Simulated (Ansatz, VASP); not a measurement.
# ZnS: VASP beside Ansatz

File INCAR:

```
SYSTEM = ZnS
  PREC = Accurate
  ENCUT = 520
  EDIFF = 1E-6
  ISMEAR = 0
  SIGMA = 0.05
  LREAL = .False.
  LASPH = .True.
  NELM = 60
  ALGO = Normal
  ISIF = 2
  LWAVE = .False.
  LCHARG = .True.
  GGA = PE
  LELF = .True.
  LVHAR = .True.
  NBANDS = 16
```

File KPOINTS:

```
regular mesh
0
Gamma
  10 10 10
  0 0 0
```

The input POSCAR:

```
ZnS
1.0
    0.0000000000      2.6610189833      2.7940699324
    2.6610189833      0.0000000000      2.7940699324
    2.6610189833      2.6610189833      0.0000000000
Zn S
1 1
Direct
    0.0000000000      0.0000000000      0.0000000000
    0.7500000000      0.7500000000      0.7500000000
```

Input for Ansatz:

```yaml
crystal:
  lattice:
    - [0.0, 2.6610189833, 2.7940699324]
    - [2.6610189833, 0.0, 2.7940699324]
    - [2.6610189833, 2.6610189833, 0.0]
  atoms:
    - { symbol: Zn, position: [0.0, 0.0, 0.0] }
    - { symbol: S, position: [0.75, 0.75, 0.75] }
basis:
  ecutwfc: 420
kpoints:
  mp_grid: { grid: [10, 10, 10] }
hamiltonian:
  xc: pbe
scf:
  occupations: { method: gaussian, width: 0.05 }
output:
  forces: true
  stress: true
  eigenvalues: true
  write_density: true
  write_potential: true
  elf: true
  volumetric_format: npy
```

Alike in both runs: task single point; functional PBE; k mesh 10 × 10 × 10; occupations gaussian, width 0.05 eV; no spin polarisation.

```csv
,VASP,Ansatz
version,VASP 6.6.1,Ansatz 0.2.0
potentials or method,"VASP PAW PBE potentials, release 64 (Zn, S)","scalar-relativistic, plane waves, PAW"
plane-wave cutoff (eV),520,420
valence electrons in the cell,18,18
```

```csv
,VASP,Ansatz,Ansatz less VASP
gap on the k mesh at the Fermi level (eV),2.03,2.03,-0.005
least direct gap on the mesh (eV),2.03,2.03,-0.005
pressure (GPa),1.5,1.3,-0.16
largest component of the traceless stress (GPa),1.43,1.44,+0.012
```

A hybrid or GW would open this gap; PBE tends to underestimate it.
